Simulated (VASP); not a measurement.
Here is a VASP 6.6.1 calculation.

INCAR

```
  ALGO = Normal
  EDIFF = 1E-6
  EDIFFG = -0.01
  ENCUT = 600
  IBRION = 2
  ISIF = 3
  ISMEAR = 0
  LASPH = T
  LCHARG = F
  LMIXTAU = T
  LREAL = F
  LWAVE = F
  METAGGA = R2SCAN
  NELM = 80
  NSW = 90
  PREC = Accurate
  PSTRESS = 77.5
  SIGMA = 0.03
```

The input KPOINTS:

```
k-points
0
Gamma
  10 10 10
```

File POSCAR:

```
Si
1.0
    0.0000000000      2.7135600000      2.7135600000
    2.7135600000      0.0000000000      2.7135600000
    2.7135600000      2.7135600000      0.0000000000
Si
2
Direct
    0.7500000000      0.7500000000      0.7500000000
    0.5000000000      0.5000000000      0.5000000000
```

Potentials or basis: VASP PAW PBE potentials, release 64 (Si).

Launch:

```console
$ cat potpaw_PBE.64/Si/POTCAR > POTCAR
$ mpirun -np 1 vasp_std > vasp.out
```

(1) What does it give for the relaxed volume?

(2) Estimate the band gap on the k mesh.

Answers

(1) 18.77 Å³/atom.

(2) 0.67 eV, indirect (least direct gap 2.78 eV).

Caveat: the cell is relaxed towards a set pressure, so the enthalpy falls and the energy may rise; the PAW data sets were made with another functional, which shifts forces and pressure a little.
